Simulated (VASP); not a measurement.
# MgS (F-43m) in VASP: further runs

Runs on MgS. Level: LDA. Tasks: single point, relaxation of cell and atoms.

All numbers are computed with VASP 6.6.1; they aren't measurements. Logs are shortened: lines on timing, memory, paths and dates and some standing lists are left out, and cuts for length are marked.

## Step 1: The structure

The structure is cubic, space group F-43m (No. 216). The conventional cell has a = 5.594 Å, b = 5.594 Å, c = 5.594 Å, α = 90.00°, β = 90.00°, γ = 90.00°. Mg (site symmetry -43m) is surrounded by 4 S at 2.42 Å. Around S (site symmetry -43m) lie 4 Mg at 2.42 Å.

The cell was built by a generator and needn't be a form met in nature.

## Step 2: Single point, LDA

File INCAR:

```
PREC = Accurate ; ENCUT = 520
EDIFF = 1E-6 ; ISMEAR = 0
SIGMA = 0.02 ; LREAL = F
LASPH = T ; NELM = 100
ALGO = Fast ; ISIF = 2
LWAVE = F ; LCHARG = T
LELF = T ; LVHAR = T
NBANDS = 11
```

File KPOINTS:

```
regular mesh
0
Gamma
  8 8 8
```

File POSCAR:

```
MgS
1.0
    0.0000000000      2.7969475073      2.7969475073
    2.7969475073      0.0000000000      2.7969475073
    2.7969475073      2.7969475073      0.0000000000
Mg S
1 1
Direct
    0.0000000000      0.0000000000      0.0000000000
    0.2500000000      0.2500000000      0.2500000000
```

Potentials or basis: VASP PAW LDA potentials, release 64 (Mg, S).

Run with:

```sh
$ cat potpaw_LDA.64/Mg/POTCAR potpaw_LDA.64/S/POTCAR > POTCAR
$ mpirun -np 1 vasp_std > vasp.out
```

OUTCAR:

```text
PREC = Accurate
   ENCUT = 520
   EDIFF = 1E-6
   ISMEAR = 0
   LREAL = F
   LASPH = T
   NELM = 100
   ISIF = 2

 ion  position               nearest neighbor table
   1  0.000  0.000  0.000-   2 2.42   2 2.42   2 2.42   2 2.42
   2  0.250  0.250  0.250-   1 2.42   1 2.42   1 2.42   1 2.42

  LATTYP: Found a face centered cubic cell.
 ALAT       =     5.5938950146

  Lattice vectors:

 A1 = (   0.0000000000,   2.7969475073,   2.7969475073)
 A2 = (   2.7969475073,   0.0000000000,   2.7969475073)
 A3 = (   2.7969475073,   2.7969475073,   0.0000000000)

Analysis of symmetry for initial positions (statically):
=====================================================================
 Subroutine PRICEL returns:
 Original cell was already a primitive cell.

 Routine SETGRP: Setting up the symmetry group for a
 face centered cubic supercell.

 Subroutine GETGRP returns: Found 24 space group operations
 (whereof 24 operations were pure point group operations)
 out of a pool of 48 trial point group operations.

The static configuration has the point symmetry T_d .

Analysis of symmetry for dynamics (positions and initial velocities):
=====================================================================
 Subroutine PRICEL returns:
 Original cell was already a primitive cell.

 Routine SETGRP: Setting up the symmetry group for a
 face centered cubic supercell.

 Subroutine GETGRP returns: Found 24 space group operations
 (whereof 24 operations were pure point group operations)
 out of a pool of 48 trial point group operations.

The dynamic configuration has the point symmetry T_d .

 Subroutine INISYM returns: Found 24 space group operations
 (whereof 24 operations are pure point group operations),
 and found     1 'primitive' translations

----------------------------------------------------------------------------------------

                                     Primitive cell

  volume of cell :      43.7606

  direct lattice vectors                    reciprocal lattice vectors
     0.000000000  2.796947507  2.796947507    -0.178766315  0.178766315  0.178766315
     2.796947507  0.000000000  2.796947507     0.178766315 -0.178766315  0.178766315
     2.796947507  2.796947507  0.000000000     0.178766315  0.178766315 -0.178766315

  length of vectors
     3.955481098  3.955481098  3.955481098     0.309632341  0.309632341  0.309632341

  position of ions in fractional coordinates (direct lattice)
     0.000000000  0.000000000  0.000000000
     0.250000000  0.250000000  0.250000000

  ion indices of the primitive-cell ions
   primitive index   ion index
                 1           1
                 2           2

----------------------------------------------------------------------------------------

 KPOINTS: regular mesh

Automatic generation of k-mesh.
 Grid dimensions read from file:
 generate k-points for:    8    8    8

 Generating k-lattice:

  Cartesian coordinates                     Fractional coordinates (reciprocal lattice)
    -0.022345789  0.022345789  0.022345789     0.125000000  0.000000000  0.000000000
     0.022345789 -0.022345789  0.022345789     0.000000000  0.125000000  0.000000000
     0.022345789  0.022345789 -0.022345789     0.000000000  0.000000000  0.125000000

  Length of vectors
     0.038704043  0.038704043  0.038704043

  Shift w.r.t. Gamma in fractional coordinates (k-lattice)
     0.000000000  0.000000000  0.000000000

 Subroutine IBZKPT returns following result:
 ===========================================

 Found     29 irreducible k-points:

 Following reciprocal coordinates:
            Coordinates               Weight
  0.000000  0.000000  0.000000      1.000000
  0.125000  0.000000  0.000000      8.000000
  0.250000  0.000000  0.000000      8.000000
  0.375000  0.000000  0.000000      8.000000
  0.500000  0.000000  0.000000      4.000000
  0.125000  0.125000  0.000000      6.000000
[... 16 lines left out ...]
  0.500000  0.250000  0.125000     48.000000
 -0.375000  0.250000  0.125000     24.000000
 [... further k-points ...]
   k-points           NKPTS =     29   k-points in BZ     NKDIM =     29   number of bands    NBANDS=     11
   number of dos      NEDOS =    301   number of ions     NIONS =      2
   total plane-waves  NPLWV =  27000
   dimension x,y,z NGX =    30 NGY =   30 NGZ =   30
   dimension x,y,z NGXF=    60 NGYF=   60 NGZF=   60
   ions per type =               1   1
   NGX,Y,Z   is equivalent  to a cutoff of  12.61, 12.61, 12.61 a.u.
   NGXF,Y,Z  is equivalent  to a cutoff of  25.22, 25.22, 25.22 a.u.
 SYSTEM =  unknown system
   PREC   = accura    normal or accurate (medium, high low for compatibility)
   ISTART =      0    job   : 0-new  1-cont  2-samecut
   ICHARG =      2    charge: 1-file 2-atom 10-const
   ISPIN  =      1    spin polarized calculation?
   LNONCOLLINEAR =      F non collinear calculations
   LSORBIT =      F    spin-orbit coupling
   LASPH  =      T    aspherical Exc in radial PAW
   ENCUT  =  520.0 eV  38.22 Ry    6.18 a.u.   7.35  7.35  7.35*2*pi/ulx,y,z
   NELM   =    100;   NELMIN=  2; NELMDL= -5     # of ELM steps
   EDIFF  = 0.1E-05   stopping-criterion for ELM
   LREAL  =      F    real-space projection
   EDIFFG = 0.1E-04   stopping-criterion for IOM
   NSW    =      0    number of steps for IOM
   IBRION =     -1    ionic relax: 0-MD 1-quasi-New 2-CG
   NFREE  =      0    steps in history (QN), initial steepest desc. (CG)
   ISIF   =      2    stress and relaxation
   ISYM   =      2    0-nonsym 1-usesym 2-fastsym
   POTIM  = 0.5000    time-step for ionic-motion
   TEBEG  =    0.0;   TEEND  =   0.0 temperature during run
   PSTRESS=    0.0 pullay stress
   NELECT =       8.0000    total number of electrons
   NUPDOWN=      -1.0000    fix difference up-down
   EMIN   =  10.00;   EMAX   =-10.00  energy-range for DOS
   EFERMI =   0.00;   METHOD = LEGACY
   ISMEAR =     0;   SIGMA  =   0.02  broadening in eV -4-tet -1-fermi 0-gaus
   EFERMI_NEDOS =   21; number of points for ismear=-14 and -15
   IALGO  =     68    algorithm
   IMIX   =      4    mixing-type and parameters
     AMIX     =   0.40;   BMIX     =  1.00
     AMIX_MAG =   1.60;   BMIX_MAG =  1.00
  volume/ion in A,a.u.               =      21.88       147.66
  Fermi-wavevector in a.u.,A,eV,Ry     =   0.929131  1.755804 11.745710  0.863285
  Thomas-Fermi vector in A             =   2.055382
   LORBIT       =      0    0 simple, 1 ext, 2 COOP (PROOUT), +10 PAW based schemes
   GGA     = CA    functional components
   LHFCALC =     F    Hartree Fock is set to
   AEXX    =    0.0000 exact exchange contribution
   IVDW    =     0    specifies the selected vdW correction
   LEPSILON=     F    determine dielectric tensor
   LRPA    =     F    only Hartree local field effects (RPA)
 non-spin polarized calculation
 RMM-DIIS sequential band-by-band and
 Gauss-broadening in eV      SIGMA  =   0.02
  energy-cutoff  :      520.00
  volume of cell :       43.76
 maximum number of plane-waves:      1243
 NGX is ok and might be reduce to    30
   NGX = 15   NGY = 15   NGZ = 15

 number of electron       8.0000000 magnetization

 Free energy of the ion-electron system (eV)
  ---------------------------------------------------
  ext. energy  EPLUGINS =         0.00000000
  ---------------------------------------------------
  free energy    TOTEN  =        -9.39358260 eV

  energy without entropy =       -9.39358260  energy(sigma->0) =       -9.39358260

 E-fermi :   1.2104     XC(G=0):  -8.8998

 val. band max:        1.1265992727   @ k =   0.0000   0.0000   0.0000
 cond. band min:       4.5035324611   @ k =   0.0000   0.0000   0.0000
 fundamental gap:      3.3769331885
 Fermi energy:         1.2103819003

 k-point     1 :       0.0000    0.0000    0.0000
  band No.  band energies     occupation
      1     -10.2349      2.00000
      2       1.1266      2.00000
      3       1.1266      2.00000
      4       1.1266      2.00000
      5       4.5035      0.00000
      6       8.9861      0.00000
      7       8.9861      0.00000
      8       8.9861      0.00000
      9      11.9431      0.00000
     10      11.9431      0.00000
     11      14.7804      0.00000

 k-point     2 :       0.1250    0.0000    0.0000
  band No.  band energies     occupation
      1     -10.1389      2.00000
      2       0.3946      2.00000
      3       1.0700      2.00000
      4       1.0700      2.00000
      5       5.1927      0.00000
      6       8.7997      0.00000
      7       9.1701      0.00000
      8       9.1701      0.00000
      9      11.4507      0.00000
     10      11.4507      0.00000
     11      14.1341      0.00000

 k-point     3 :       0.2500    0.0000    0.0000
  band No.  band energies     occupation
      1      -9.8889      2.00000
      2      -0.8496      2.00000
      3       0.9426      2.00000
      4       0.9426      2.00000
      5       6.0334      0.00000
      6       8.8696      0.00000
      7       9.1962      0.00000
      8       9.1962      0.00000
      9      11.5051      0.00000
     10      11.5051      0.00000
     11      13.2701      0.00000
[... 267 lines left out ...]
 k-point    23 :       0.5000    0.2500    0.1250
  band No.  band energies     occupation
      1      -9.4588      2.00000
      2      -1.6010      2.00000
      3      -0.1543      2.00000
      4       0.5345      2.00000
      5       6.9752      0.00000
      6       7.8152      0.00000
      7       8.9692      0.00000
      8      10.1230      0.00000
      9      11.9779      0.00000
     10      14.6514      0.00000
     11      15.2709      0.00000

 k-point    24 :      -0.3750    0.2500    0.1250
  band No.  band energies     occupation
      1      -9.3531      2.00000
      2      -1.8354      2.00000
      3      -0.2642      2.00000
      4       0.4328      2.00000
      5       7.0340      0.00000
      6       7.5269      0.00000
      7       9.8701      0.00000
      8       9.9055      0.00000
      9      12.5180      0.00000
     10      13.9615      0.00000
     11      15.4402      0.00000

 [... further k-points ...]

------------------------ aborting loop because EDIFF is reached ----------------------------------------

  FORCE on cell =-STRESS in cart. coord.  units (eV):
  Direction    XX          YY          ZZ          XY          YZ          ZX
  --------------------------------------------------------------------------------------
  -------------------------------------------------------------------------------------
  Total       -0.0932434     -0.0932434     -0.0932434      0.0000000      0.0000000      0.0000000
  in kB       -3.4138610     -3.4138610     -3.4138610      0.0000000      0.0000000      0.0000000
  external PRESSURE =      -3.4138610 kB  Pullay stress =       0.0000000 kB

 VOLUME and BASIS-vectors are now :
 -----------------------------------------------------------------------------
  energy-cutoff  :      520.00
  volume of cell :       43.76
      direct lattice vectors                 reciprocal lattice vectors
     0.000000000  2.796947507  2.796947507    -0.178766315  0.178766315  0.178766315
     2.796947507  0.000000000  2.796947507     0.178766315 -0.178766315  0.178766315
     2.796947507  2.796947507  0.000000000     0.178766315  0.178766315 -0.178766315

 POSITION                                       TOTAL-FORCE (eV/Angst)
 -----------------------------------------------------------------------------------
      0.00000      0.00000      0.00000         0.000000      0.000000      0.000000
      1.39847      1.39847      1.39847        -0.000000     -0.000000     -0.000000
 -----------------------------------------------------------------------------------
    total drift:                                0.000000      0.000000      0.000000

  FREE ENERGIE OF THE ION-ELECTRON SYSTEM (eV)
  ---------------------------------------------------
  free  energy   TOTEN  =        -9.3935825966 eV

  energy  without entropy=       -9.3935825966  energy(sigma->0) =       -9.39358260
```

It took 12 s on 1 thread of Intel Xeon Platinum 8488C (Sapphire Rapids), shared host; peak memory 0.15 GiB.

Results:

| Item | Value |
| --- | --- |
| Free energy | -9.3936 eV |
| Pressure | -0.3 GPa |
| Band gap on the k mesh | 3.38 eV, direct |

## Step 3: Relaxation of cell and atoms, LDA

This run uses another cell than the first one, of 22.67 Å³/atom, 1.036 times its volume.

File INCAR:

```
SYSTEM = MgS
ALGO = Normal
EDIFF = 1E-6
EDIFFG = -0.002
ENCUT = 600
IBRION = 2
ISIF = 3
ISMEAR = 0
LASPH = .True.
LCHARG = .False.
LREAL = .False.
LWAVE = .False.
NELM = 100
NSW = 100
PREC = Accurate
SIGMA = 0.02
```

File KPOINTS:

```
k-points
0
Gamma
  8 8 8
  0 0 0
```

File POSCAR:

```
MgS
1.0
    0.0000000000      2.8300000000      2.8300000000
    2.8300000000      0.0000000000      2.8300000000
    2.8300000000      2.8300000000      0.0000000000
Mg S
1 1
Direct
    0.0000000000      0.0000000000      0.0000000000
    0.2500000000      0.2500000000      0.2500000000
```

Potentials or basis: VASP PAW LDA potentials, release 64 (Mg, S).

Run with:

```sh
$ cat potpaw_LDA.64/Mg/POTCAR potpaw_LDA.64/S/POTCAR > POTCAR
$ mpirun -np 1 vasp_std > vasp.out
```

It took 15 s on 1 thread of Intel Xeon Platinum 8488C (Sapphire Rapids), shared host; peak memory 0.16 GiB.

Results (log left out):

| Property | Result |
| --- | --- |
| Free energy | -9.3942 eV |
| Relaxed volume | 21.77 Å³/atom |
| Relaxed cell | a = 3.949 Å, b = 3.949 Å, c = 3.949 Å, α = 60.00°, β = 60.00°, γ = 60.00° |
| Space group after relaxing (to 0.05 Å) | F-43m (No. 216) |
| Energy gained by relaxing | 6.7 meV/atom |
| Ionic steps | 3 |
| Pressure after relaxing | 0.0 GPa |
| Band gap on the k mesh | 3.40 eV, direct |

Step by step:
```tsv
step	energy change (eV)	largest force (eV/Å)	pressure (GPa)	volume (Å³)
1	0.0000	0.0000	-2.33	45.33
2	-0.0129	0.0000	0.50	43.20
3	-0.0135	0.0000	0.00	43.54
```

Final structure:
```
CELL_PARAMETERS angstrom
0.00000 2.79224 2.79224
2.79224 0.00000 2.79224
2.79224 2.79224 0.00000
ATOMIC_POSITIONS crystal
Mg 0.00000 0.00000 0.00000
S 0.25000 0.25000 0.25000
```

Levels at points of the mesh, in eV from the valence-band top:
| k point | band 1 | band 2 | band 3 | band 4 | band 5 | band 6 | band 7 | band 8 |
| --- | --- | --- | --- | --- | --- | --- | --- | --- |
| (0.00, 0.00, 0.00) | -11.38 | 0.00 | 0.00 | 0.00 | 3.40 | 7.87 | 7.87 | 7.87 |
| (0.50, 0.00, 0.00) | -10.61 | -3.36 | -0.35 | -0.35 | 5.02 | 7.52 | 7.52 | 8.57 |
| (0.50, 0.50, 0.00) | -10.36 | -3.00 | -1.11 | -1.11 | 3.62 | 5.48 | 11.29 | 12.34 |

## Step 4: Single point, LDA

This run uses another cell than the first one, of 22.67 Å³/atom, 1.036 times its volume.

File INCAR:

```
PREC = Accurate
ENCUT = 520
EDIFF = 1E-7
ISMEAR = 0
SIGMA = 0.1
LREAL = F
LASPH = T
NELM = 100
ALGO = Normal
ISIF = 2
LWAVE = F
LCHARG = F
GGA = CA
NBANDS = 11
```

File KPOINTS:

```
Automatic mesh
0
Gamma
  6 6 6
```

POSCAR is that of step 3.

Potentials or basis: VASP PAW LDA potentials, release 64 (Mg, S).

Run with:

```sh
$ cat potpaw_LDA.64/Mg/POTCAR potpaw_LDA.64/S/POTCAR > POTCAR
$ mpirun -np 1 vasp_std > vasp.out
```

OUTCAR:

```text
PREC = Accurate
   ENCUT = 520
   EDIFF = 1E-7
   ISMEAR = 0
   LREAL = F
   LASPH = T
   NELM = 100
   ISIF = 2
   GGA = CA

 ion  position               nearest neighbor table
   1  0.000  0.000  0.000-   2 2.45   2 2.45   2 2.45   2 2.45
   2  0.250  0.250  0.250-   1 2.45   1 2.45   1 2.45   1 2.45

  LATTYP: Found a face centered cubic cell.
 ALAT       =     5.6600000000

  Lattice vectors:

 A1 = (   0.0000000000,   2.8300000000,   2.8300000000)
[... 401 lines left out ...]
------------------------ aborting loop because EDIFF is reached ----------------------------------------

  FORCE on cell =-STRESS in cart. coord.  units (eV):
  Direction    XX          YY          ZZ          XY          YZ          ZX
  --------------------------------------------------------------------------------------
  -------------------------------------------------------------------------------------
  Total       -0.6631420     -0.6631420     -0.6631420      0.0000000      0.0000000      0.0000000
  in kB      -23.4383911    -23.4383911    -23.4383911      0.0000000      0.0000000      0.0000000
  external PRESSURE =     -23.4383911 kB  Pullay stress =       0.0000000 kB

 VOLUME and BASIS-vectors are now :
 -----------------------------------------------------------------------------
  energy-cutoff  :      520.00
  volume of cell :       45.33
      direct lattice vectors                 reciprocal lattice vectors
     0.000000000  2.830000000  2.830000000    -0.176678445  0.176678445  0.176678445
     2.830000000  0.000000000  2.830000000     0.176678445 -0.176678445  0.176678445
     2.830000000  2.830000000  0.000000000     0.176678445  0.176678445 -0.176678445

 POSITION                                       TOTAL-FORCE (eV/Angst)
 -----------------------------------------------------------------------------------
      0.00000      0.00000      0.00000        -0.000000     -0.000000     -0.000000
      1.41500      1.41500      1.41500         0.000000      0.000000      0.000000
 -----------------------------------------------------------------------------------
    total drift:                               -0.000000     -0.000000     -0.000000

  FREE ENERGIE OF THE ION-ELECTRON SYSTEM (eV)
  ---------------------------------------------------
  free  energy   TOTEN  =        -9.3797592671 eV

  energy  without entropy=       -9.3797592671  energy(sigma->0) =       -9.37975927
```

OSZICAR:

```text
N       E                     dE             d eps       ncg     rms          rms(c)
DAV:   1     0.226355409130E+02    0.22636E+02   -0.35225E+03   368   0.574E+02
DAV:   2    -0.818566887365E+01   -0.30821E+02   -0.29489E+02   454   0.971E+01
DAV:   3    -0.992595643466E+01   -0.17403E+01   -0.17379E+01   427   0.245E+01
DAV:   4    -0.994096672892E+01   -0.15010E-01   -0.15009E-01   413   0.277E+00
DAV:   5    -0.994115728915E+01   -0.19056E-03   -0.19056E-03   446   0.310E-01    0.403E+00
DAV:   6    -0.943570926770E+01    0.50545E+00   -0.12838E+00   382   0.410E+00    0.300E+00
DAV:   7    -0.938479172266E+01    0.50918E-01   -0.22713E-01   423   0.184E+00    0.223E+00
DAV:   8    -0.938063883743E+01    0.41529E-02   -0.14441E-02   403   0.700E-01    0.115E+00
DAV:   9    -0.937973594652E+01    0.90289E-03   -0.20925E-03   406   0.223E-01    0.372E-01
DAV:  10    -0.937975922273E+01   -0.23276E-04   -0.63631E-05   415   0.430E-02    0.125E-01
DAV:  11    -0.937975941784E+01   -0.19511E-06   -0.38961E-05   406   0.269E-02    0.488E-02
DAV:  12    -0.937975927501E+01    0.14283E-06   -0.11216E-06   437   0.546E-03    0.158E-02
DAV:  13    -0.937975926706E+01    0.79444E-08   -0.16948E-07   406   0.194E-03
   1 F= -.93797593E+01 E0= -.93797593E+01  d E =-.185460E-12
```

stdout:

```text
POSCAR found type information on POSCAR MgS
 POSCAR found :  2 types and       2 ions
 scaLAPACK will be used
 LDA part: xc-table for (Slater(with rela. corr.)+CA(PZ))
 , standard interpolation
 POSCAR, INCAR and KPOINTS ok, starting setup
 FFT: planning ... GRIDC
 FFT: planning ... GRID_SOFT
 FFT: planning ... GRID
 WAVECAR not read
 entering main loop
```

Wall time 6.4 s (1 thread of Intel Xeon Platinum 8488C (Sapphire Rapids), shared host); peak memory 0.14 GiB.

What came out:

```yaml
Free_energy: -9.3798 eV
Pressure: -2.3 GPa
Band_gap_on_the_k_mesh: 3.20 eV, direct
```

Levels at points of the mesh, in eV from the valence-band top:
| k point | band 2 | band 3 | band 4 | band 5 | band 6 | band 7 |
| --- | --- | --- | --- | --- | --- | --- |
| (0.00, 0.00, 0.00) | 0.00 | 0.00 | 0.00 | 3.20 | 7.77 | 7.77 |
| (0.50, 0.00, 0.00) | -3.22 | -0.33 | -0.33 | 4.87 | 7.46 | 7.46 |
| (0.50, 0.50, 0.00) | -2.89 | -1.06 | -1.06 | 3.66 | 5.43 | 10.90 |

A k mesh can miss the band edges. A hybrid or GW would open this gap; LDA tends to underestimate it.

## Step 5: Summary

```tsv
task	cell	k mesh	cutoff (eV)	smearing	gap on the mesh (eV)	pressure (GPa)
single point	F-43m, 21.88 Å³/atom	8 × 8 × 8	520	gaussian 0.02 eV	3.38	-0.3
relaxation of cell and atoms	relaxed	8 × 8 × 8	600	gaussian 0.02 eV	3.40	0.0
single point	F-43m, 22.67 Å³/atom	6 × 6 × 6	520	gaussian 0.1 eV	3.20	-2.3
```

Alike in all rows: level LDA; potentials or basis VASP PAW LDA potentials, release 64 (Mg, S); no spin polarisation.

Absolute energies hang on the potentials; compare differences alone.
